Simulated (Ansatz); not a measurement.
## Convergence notes, G0W0 on PbI2 (P-3m1)

PbI2 (started from an entry of an open crystallographic database), relaxed with r2SCAN+rVV10; one-shot G0W0 in Ansatz without spin-orbit coupling. Spin-unpolarised throughout; all numbers are computed.

```cif
data_structure
_symmetry_space_group_name_H-M 'P 1'
_symmetry_Int_Tables_number 1
_cell_length_a 4.5657
_cell_length_b 4.5657
_cell_length_c 7.0411
_cell_angle_alpha 90.000
_cell_angle_beta 90.000
_cell_angle_gamma 120.000
_cell_volume 127.11
loop_
_atom_site_label
_atom_site_type_symbol
_atom_site_fract_x
_atom_site_fract_y
_atom_site_fract_z
_atom_site_occupancy
Pb1 Pb 0.00000 0.00000 0.00000 1
I1 I 0.33333 0.66667 0.26678 1
I2 I 0.66667 0.33333 0.73322 1
```

Gaps are read over the mesh points alone. G0W0 values are finite-basis, finite-mesh values.
```csv
start,potentials,frequency model,mesh,empty bands,screening cutoff (eV),Kohn-Sham gap (eV),G0W0 gap (eV),rough cost
PBE,PAW,contour deformation,6×6×2,206,80,2.23,3.08,8 core-minutes
PBE,PAW,contour deformation,6×6×2,478,140,2.23,3.17,40 core-minutes
LDA,PAW,contour deformation,6×6×2,478,140,2.05,3.10,50 core-minutes
r2SCAN,PAW,contour deformation,6×6×2,478,140,2.62,3.40,40 core-minutes
PBE,PAW,Godby-Needs pole,6×6×2,478,140,2.23,3.14,60 core-minutes
PBE,PAW,contour deformation,6×6×4,206,80,2.23,3.08,30 core-minutes
```

Over the mesh points the PBE gap of 2.23 eV becomes a quasiparticle gap of 3.17 eV (direct at A), a change of +0.94 eV. Renormalisation factors Z lie between 0.74 and 0.80.

Raising bands and cutoff together moves the gap by +0.09 eV (80 to 140 eV); the last step is still large, so the basis limit isn't reached. Starting from LDA (2.05 eV against PBE's 2.23 eV) gives 3.10 eV, -0.07 eV from G0W0@PBE at the same screening cutoff. Starting from r2SCAN (2.62 eV against PBE's 2.23 eV) gives 3.40 eV, +0.23 eV from G0W0@PBE at the same screening cutoff. The Godby-Needs plasmon pole differs from contour deformation by -0.03 eV. A 6×6×4 mesh in place of 6×6×2 changes the opening over PBE by +0.01 eV (the gap on the mesh by 0.00 eV). r2SCAN runs take a wave cutoff of 500 eV.
